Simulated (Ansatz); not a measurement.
# Sn: the cost of one run

Program: Ansatz 0.2.0. Level of theory: plane waves, PAW. These are calculated values, not measurements.

1 further run of the same task is left out (it didn't finish).

## 1. Starting point

It takes space group P6_3/mmc (No. 194, hexagonal). Conventional cell: a = 4.635 Å, b = 4.635 Å, c = 7.614 Å, α = 90.00°, β = 90.00°, γ = 120.00°. Sn (site symmetry 3m) is surrounded by 4 Sn at 2.84 to 2.85 Å.

Structure file:

```cif
data_structure
_symmetry_space_group_name_H-M 'P 1'
_symmetry_Int_Tables_number 1
_cell_length_a 4.6349
_cell_length_b 4.6349
_cell_length_c 7.6139
_cell_angle_alpha 90.000
_cell_angle_beta 90.000
_cell_angle_gamma 120.000
_cell_volume 141.65
loop_
_atom_site_label
_atom_site_type_symbol
_atom_site_fract_x
_atom_site_fract_y
_atom_site_fract_z
_atom_site_occupancy
Sn1 Sn 0.33333 0.66667 0.00024 1
Sn2 Sn 0.66667 0.33333 0.50024 1
Sn3 Sn 0.33333 0.66667 0.37476 1
Sn4 Sn 0.66667 0.33333 0.87476 1
```

The cell was relaxed beforehand with r2SCAN; those runs aren't shown. No run includes spin-orbit coupling, which matters for Sn.

## 2. PBE, valence s p on half of the atoms, 6×6×2

Input file input.yaml:

```yaml
crystal:
  lattice:
    - [4.6349415825, 0.0, 0.0]
    - [-2.3174707912, 4.0139771555, 0.0]
    - [0.0, 0.0, 7.6138918509]
  atoms:
    - { symbol: Sn, position: [0.3333333333, 0.6666666667, 0.0002405548] }
    - { symbol: Sn, position: [0.6666666667, 0.3333333333, 0.5002405548] }
    - { symbol: Sn, position: [0.3333333333, 0.6666666667, 0.3747594452] }
    - { symbol: Sn, position: [0.6666666667, 0.3333333333, 0.8747594452] }
kpoints:
  mp_grid: { grid: [6, 6, 4] }
  band_path:
    path:
      - [[0.0, 0.0, 0.0], [0.5, -2.360863366509e-17, -1.599390086988e-34], [0.3333333333333, 0.3333333333333, -2.932610744205e-34], [0.0, 0.0, 0.0], [-7.46280885225e-52, -1.61853698173e-51, 0.5], [0.5, -2.360863366509e-17, 0.5], [0.3333333333333, 0.3333333333333, 0.5], [-7.46280885225e-52, -1.61853698173e-51, 0.5]]
      - [[0.5, -2.360863366509e-17, 0.5], [0.5, -2.360863366509e-17, -1.599390086988e-34]]
      - [[0.3333333333333, 0.3333333333333, 0.5], [0.3333333333333, 0.3333333333333, -2.932610744205e-34]]
    npoints: 10
hamiltonian:
  xc: pbe
scf:
  occupations: { method: fermi_dirac, width: 0.02 }
  n_extra_bands: 6
output:
  forces: false
  stress: false
  eigenvalues: true
  wannier:
    kmesh: [6, 6, 2]
    projections:
      - { site: 0, l: s, shell: 5 }
      - { site: 0, l: p, shell: 5 }
      - { site: 2, l: s, shell: 5 }
      - { site: 2, l: p, shell: 5 }
    minimise: true
    write_hr: true
    conv_tol: 1.0e-08
    max_iter: 3000
```

Started as:

```sh
$ ansatz run input.yaml --threads 4 --pin off --max-ram 3686MiB --backend cpu --events-out ev --progress --plain --runs-dir out
```

What time and memory should one allow on 4 threads of Arm Neoverse V2, shared host?

About 8 s, with a peak of 0.48 GiB.
